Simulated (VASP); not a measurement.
# Mg: relaxation with set parts of the cell free, by free to move

Mg, P-1 (no. 2), 2 atoms in the cell. PBE with D3(BJ), constrained relaxation; PAW potentials Mg (PBE set).

| Free to move | Volume (Å³/atom) | Pressure in a fresh run at the final cell (GPa) | Pressure printed at the end of the relaxation (GPa) | Ionic steps, all stages | Electronic steps, all stages | Time (s) |
|---|---|---|---|---|---|---|
| atoms | 23.614 | -3.01 | -3.01 | 9 | 54 | 16 |
| atoms, shape and volume | 21.626 | -0.01 | -0.01 | 14 | 64 | 21 |
| atoms and shape at fixed volume | 23.614 | -3.04 | -3.04 | 9 | 50 | 16 |
| shape alone | 23.614 | -3.03 | -3.03 | 11 | 52 | 17 |
| shape and volume | 21.627 | 0.00 | 0.00 | 14 | 61 | 20 |
| volume alone | 21.632 | 0.00 | 0.00 | 7 | 43 | 13 |
| atoms and volume | 21.660 | -0.07 | -0.07 | 10 | 55 | 16 |
| atoms and the z components of the lattice | 22.549 | -1.38 | -1.38 | 13 | 65 | 20 |
| atoms and the x and y components of the lattice | 22.196 | -1.01 | -1.01 | 12 | 60 | 19 |
| atoms and the y and z components of the lattice | 21.920 | -0.46 | -0.46 | 15 | 67 | 22 |

Limits: the start was distorted on purpose (random strain, atoms moved at random), so the space group given is the start's and not the crystal's.

## Input of the first row

INCAR.step1:
```
PREC = Accurate ; ENCUT = 300
EDIFF = 1E-6 ; ISMEAR = 1
SIGMA = 0.1 ; LREAL = False
LASPH = True ; NELM = 100
ALGO = Normal ; LWAVE = False
LCHARG = False ; GGA = PE
IVDW = 12 ; IBRION = 2
NSW = 80 ; ISIF = 2
EDIFFG = -0.01 ; POTIM = 0.5
ISYM = 0 ; KPAR = 4
```

INCAR.step3, as INCAR.step1 but for:
```
- IBRION = 2
- NSW = 80
- EDIFFG = -0.01
- POTIM = 0.5
+ NSW = 0
```

KPOINTS:
```
k-points
0
Gamma
  9 9 5
```

POSCAR.step1:
```
Mg
1.0
    3.2203910000     -0.0077270000     -0.0033140000
   -1.6168870000      2.8083620000      0.0159360000
   -0.0053800000      0.0267680000      5.2292950000
Mg
2
Direct
    0.6781830000      0.3326380000      0.7494860000
    0.3218170000      0.6673620000      0.2505140000
```

POSCAR.step3:
```
Mg
1.0
    3.2203910000     -0.0077270000     -0.0033140000
   -1.6168870000      2.8083620000      0.0159360000
   -0.0053800000      0.0267680000      5.2292950000
Mg
2
Direct
    0.6659156159      0.3318857529      0.7503240482
    0.3340843841      0.6681142471      0.2496759518
```

Commands (each step's output is kept before the next begins):
```
cat potpaw_PBE.64/Mg/POTCAR > POTCAR
cp INCAR.step1 INCAR
cp POSCAR.step1 POSCAR
mpirun -np 4 vasp_std > vasp.out
cp CONTCAR POSCAR
mpirun -np 4 vasp_std > vasp.out
# POSCAR: the CONTCAR of the step before
cp INCAR.step3 INCAR
cp POSCAR.step3 POSCAR
mpirun -np 4 vasp_std > vasp.out
```

Changes of the last row against the first:
```
- ISIF = 2
+ ISIF = 3
+ LATTICE_CONSTRAINTS = .FALSE. .TRUE. .TRUE.
```

VASP 6.6.1 took 16 s on 4 cores (Intel Xeon 6975P-C (Granite Rapids)), a shared host.
